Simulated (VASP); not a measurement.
# W (Fm-3m) in VASP: RPA correlation energy with PBE

Aim: the RPA correlation energy of W with PBE.

All numbers are computed with VASP 6.6.1; they aren't measurements. Logs are shortened: lines on timing, memory, paths and dates and some standing lists are left out, and cuts for length are marked.

### 1 The structure

It takes space group Fm-3m (No. 225, cubic). The conventional cell has a = 4.001 Å, b = 4.001 Å, c = 4.001 Å, α = 90.00°, β = 90.00°, γ = 90.00°. W (site symmetry m-3m) has 12 W at 2.83 Å as nearest neighbours.

This isn't the form of W at room conditions, which is bcc.

### 2 RPA correlation energy, PBE

File POSCAR:

```
W
1.0
    0.0000000000      2.0006300000      2.0006300000
    2.0006300000      0.0000000000      2.0006300000
    2.0006300000      2.0006300000      0.0000000000
W
1
Direct
    0.0000000000      0.0000000000      0.0000000000
```

File INCAR.step1:

```
SYSTEM = W
PREC = Accurate
ENCUT = 450
EDIFF = 1E-8
ISMEAR = 0
SIGMA = 0.05
LREAL = .False.
LASPH = .True.
NELM = 80
ALGO = Normal
LWAVE = .True.
LCHARG = .False.
GGA = PE
```

File INCAR.step2:

```
SYSTEM = W
PREC = Accurate
ENCUT = 450
EDIFF = 1E-8
ISMEAR = 0
SIGMA = 0.05
LREAL = .False.
LASPH = .True.
NELM = 1
ALGO = EIGENVAL
LWAVE = .False.
LCHARG = .False.
GGA = PE
LHFCALC = .True.
AEXX = 1.0
ALDAC = 0.0
AGGAC = 0.0
ISTART = 1
PRECFOCK = Fast
```

File INCAR.step3:

```
SYSTEM = W
PREC = Accurate
ENCUT = 450
EDIFF = 1E-8
ISMEAR = 0
SIGMA = 0.05
LREAL = .False.
LASPH = .True.
NELM = 1
ALGO = Exact
LWAVE = .True.
LCHARG = .False.
GGA = PE
NBANDS = 360
LOPTICS = .True.
ISTART = 1
```

File INCAR.step4:

```
SYSTEM = W
PREC = Accurate
ENCUT = 450
EDIFF = 1E-8
ISMEAR = 0
SIGMA = 0.05
LREAL = .False.
LASPH = .True.
NELM = 80
ALGO = ACFDT
LWAVE = .False.
LCHARG = .False.
GGA = PE
NBANDS = 360
ENCUTGW = 250
NOMEGA = 12
ISTART = 1
PRECFOCK = Fast
```

File KPOINTS:

```
regular mesh
0
Gamma
  8 8 8
  0 0 0
```

Potentials or basis: VASP PAW PBE potentials, release 64 (W_sv_GW).

Command:

```console
$ cat potpaw_PBE.64/W_sv_GW/POTCAR > POTCAR
$ cp INCAR.step1 INCAR
$ mpirun -np 1 vasp_std > vasp.out
$ cp INCAR.step2 INCAR
$ mpirun -np 1 vasp_std > vasp.out
$ cp INCAR.step3 INCAR
$ mpirun -np 1 vasp_std > vasp.out
$ cp INCAR.step4 INCAR
$ mpirun -np 1 vasp_std > vasp.out
```

OUTCAR:

```text
SYSTEM = W
   PREC = Accurate
   ENCUT = 450
   EDIFF = 1E-8
   ISMEAR = 0
   LREAL = .False.
   LASPH = .True.
   NELM = 80
   GGA = PE
   ENCUTGW = 250
   ISTART = 1
   PRECFOCK = Fast

 ion  position               nearest neighbor table
   1  0.000  0.000  0.000-

  LATTYP: Found a face centered cubic cell.
 ALAT       =     4.0012600000

  Lattice vectors:

 A1 = (   0.0000000000,   2.0006300000,   2.0006300000)
 A2 = (   2.0006300000,   0.0000000000,   2.0006300000)
 A3 = (   2.0006300000,   2.0006300000,   0.0000000000)

Analysis of symmetry for initial positions (statically):
=====================================================================
 Subroutine PRICEL returns:
 Original cell was already a primitive cell.

 Routine SETGRP: Setting up the symmetry group for a
 face centered cubic supercell.

 Subroutine GETGRP returns: Found 48 space group operations
 (whereof 48 operations were pure point group operations)
 out of a pool of 48 trial point group operations.

The static configuration has the point symmetry O_h .

Analysis of symmetry for dynamics (positions and initial velocities):
=====================================================================
 Subroutine PRICEL returns:
 Original cell was already a primitive cell.

 Routine SETGRP: Setting up the symmetry group for a
 face centered cubic supercell.

 Subroutine GETGRP returns: Found 48 space group operations
 (whereof 48 operations were pure point group operations)
 out of a pool of 48 trial point group operations.

The dynamic configuration has the point symmetry O_h .

 Subroutine INISYM returns: Found 48 space group operations
 (whereof 48 operations are pure point group operations),
 and found     1 'primitive' translations

----------------------------------------------------------------------------------------

                                     Primitive cell

  volume of cell :      16.0151

  direct lattice vectors                    reciprocal lattice vectors
     0.000000000  2.000630000  2.000630000    -0.249921275  0.249921275  0.249921275
     2.000630000  0.000000000  2.000630000     0.249921275 -0.249921275  0.249921275
     2.000630000  2.000630000  0.000000000     0.249921275  0.249921275 -0.249921275

  length of vectors
     2.829318079  2.829318079  2.829318079     0.432876346  0.432876346  0.432876346

  position of ions in fractional coordinates (direct lattice)
     0.000000000  0.000000000  0.000000000

  ion indices of the primitive-cell ions
   primitive index   ion index
                 1           1

----------------------------------------------------------------------------------------

 KPOINTS: regular mesh

Automatic generation of k-mesh.
 Grid dimensions read from file:
 generate k-points for:    8    8    8

 Generating k-lattice:

  Cartesian coordinates                     Fractional coordinates (reciprocal lattice)
    -0.031240159  0.031240159  0.031240159     0.125000000  0.000000000  0.000000000
     0.031240159 -0.031240159  0.031240159     0.000000000  0.125000000  0.000000000
     0.031240159  0.031240159 -0.031240159     0.000000000  0.000000000  0.125000000

  Length of vectors
     0.054109543  0.054109543  0.054109543

  Shift w.r.t. Gamma in fractional coordinates (k-lattice)
     0.000000000  0.000000000  0.000000000

 Subroutine IBZKPT returns following result:
 ===========================================

 Found     29 irreducible k-points:

 Following reciprocal coordinates:
            Coordinates               Weight
  0.000000  0.000000  0.000000      1.000000
  0.125000  0.000000  0.000000      8.000000
  0.250000  0.000000  0.000000      8.000000
  0.375000  0.000000  0.000000      8.000000
  0.500000  0.000000  0.000000      4.000000
  0.125000  0.125000  0.000000      6.000000
[... 16 lines left out ...]
  0.500000  0.250000  0.125000     48.000000
 -0.375000  0.250000  0.125000     24.000000
 [... further k-points ...]
   k-points           NKPTS =     29   k-points in BZ     NKDIM =    512   number of bands    NBANDS=    360
   number of dos      NEDOS =    301   number of ions     NIONS =      1
   total plane-waves  NPLWV =   8000
   dimension x,y,z NGX =    20 NGY =   20 NGZ =   20
   dimension x,y,z NGXF=    40 NGYF=   40 NGZF=   40
   ions per type =               1
   NGX,Y,Z   is equivalent  to a cutoff of  11.75, 11.75, 11.75 a.u.
   NGXF,Y,Z  is equivalent  to a cutoff of  23.50, 23.50, 23.50 a.u.
 SYSTEM =  W
   PREC   = accura    normal or accurate (medium, high low for compatibility)
   ISTART =      1    job   : 0-new  1-cont  2-samecut
   ICHARG =      0    charge: 1-file 2-atom 10-const
   ISPIN  =      1    spin polarized calculation?
   LNONCOLLINEAR =      F non collinear calculations
   LSORBIT =      F    spin-orbit coupling
   LASPH  =      T    aspherical Exc in radial PAW
   ENCUT  =  450.0 eV  33.07 Ry    5.75 a.u.   4.89  4.89  4.89*2*pi/ulx,y,z
   NELM   =     80;   NELMIN=  2; NELMDL=  0     # of ELM steps
   EDIFF  = 0.1E-07   stopping-criterion for ELM
   LREAL  =      F    real-space projection
   EDIFFG = 0.1E-06   stopping-criterion for IOM
   NSW    =      0    number of steps for IOM
   IBRION =     -1    ionic relax: 0-MD 1-quasi-New 2-CG
   NFREE  =      0    steps in history (QN), initial steepest desc. (CG)
   ISIF   =      0    stress and relaxation
   ISYM   =      3    0-nonsym 1-usesym 2-fastsym
   POTIM  = 0.5000    time-step for ionic-motion
   TEBEG  =    0.0;   TEEND  =   0.0 temperature during run
   PSTRESS=    0.0 pullay stress
   NELECT =      14.0000    total number of electrons
   NUPDOWN=      -1.0000    fix difference up-down
   EMIN   =  10.00;   EMAX   =-10.00  energy-range for DOS
   EFERMI =   0.00;   METHOD = LEGACY
   ISMEAR =     0;   SIGMA  =   0.05  broadening in eV -4-tet -1-fermi 0-gaus
   EFERMI_NEDOS =   21; number of points for ismear=-14 and -15
   IALGO  =     38    algorithm
   IMIX   =      4    mixing-type and parameters
     AMIX     =   0.40;   BMIX     =  1.00
     AMIX_MAG =   1.60;   BMIX_MAG =  1.00
  volume/ion in A,a.u.               =      16.02       108.08
  Fermi-wavevector in a.u.,A,eV,Ry     =   1.565335  2.958055 33.338013  2.450275
  Thomas-Fermi vector in A             =   2.667827
   LORBIT       =      0    0 simple, 1 ext, 2 COOP (PROOUT), +10 PAW based schemes
   GGA     = PE    functional components
   LHFCALC =     T    Hartree Fock is set to
   PRECFOCK=fast      Normal, Fast or Accurate (Low or Medium for compatibility)
   ENCUT4O =  -1.0   cutoff for four orbital integrals eV
   NKREDX  =     1    reduce k-point grid by
   NKREDY  =     1    reduce k-point grid by
   NKREDZ  =     1    reduce k-point grid by
   AEXX    =    1.0000 exact exchange contribution
   HFSCREEN=    0.0000 screening length (either q_TF or 0.3 A-1)
   HFSCREENC=   0.0000 screening length for correlation (either q_TF or 0.3 A-1)
   ENCUTFOCK=  -1.0 apply spherical cutoff to Coloumb kernel
   IVDW    =     0    specifies the selected vdW correction
   LEPSILON=     F    determine dielectric tensor
   LRPA    =     F    only Hartree local field effects (RPA)
   LRPAFORCE           =     F    calculate RPA forces
   ENCUTGW             = 250.0    cutoff for response function in eV
   ENCUTGWSOFT         = 200.0    soft cutoff for Coulomb kernel in GW response function in eV
   ENCUTLF             =  -1.0    cutoff for local field effects
   NELMGW              =     1    number of iterations in solving QP/BSE equation
   NELMHF              =     1    number of iterations in the inner HF iteration
   NKREDLFX            =     1    NKREDLFY  =   1   NKREDLFZ  =   1
 non-spin polarized calculation
 Gauss-broadening in eV      SIGMA  =   0.05
  energy-cutoff  :      450.00
  volume of cell :       16.02
 maximum number of plane-waves:       360
  NGX = 12; NGY = 12; NGZ = 12
   NGX =  9   NGY =  9   NGZ =  9
 maximum number of plane-waves:       153

      cutoff energy     smooth cutoff   RPA   correlation   Hartree contr. to MP2
---------------------------------------------------------------------------------
            250.000           200.000      -23.1811953797      -66.0215966442
            238.095           190.476      -22.9548090307      -65.7711184370
            226.757           181.406      -22.7228329215      -65.5133769249
            215.959           172.768      -22.4855317753      -65.2485494358
            205.676           164.541      -22.2436193728      -64.9773694771
            195.882           156.705      -21.9981667226      -64.7010402882
            186.554           149.243      -21.7488217678      -64.4191302756
            177.670           142.136      -21.4970311924      -64.1332740639
  linear regression
  converged value                          -25.6512524784      -68.7960438297
```

Run time: 27 min. Hardware: 1 thread of Intel Xeon 6975P-C (Granite Rapids), shared host; peak memory 1.3 GiB.

Results:

```yaml
Band_gap_on_the_k_mesh_mean-field_level: none (metal or under the smearing width)
RPA_correlation_energy: -25.651 eV/atom
RPA_total_energy_per_cell: -46.680 eV
RPA_correlation_energy_per_cell: -25.651 eV
```

Levels at points of the mesh, in eV from the Fermi level:
```tsv
k point	band 4	band 5	band 6	band 7	band 8	band 9	band 10	band 11
(0.00, 0.00, 0.00)	-37.15	-9.00	-0.50	-0.50	-0.50	2.73	2.73	12.90
(0.50, 0.00, 0.00)	-37.32	-5.63	-0.73	-0.73	0.82	5.30	5.30	10.75
(0.50, 0.50, 0.00)	-37.60	-5.55	-4.57	3.30	5.27	6.05	6.05	12.03
```

Caveat: the ground state has no gap, which makes the many-body step unreliable. The run has no spin-orbit coupling, so splittings on W are missing.
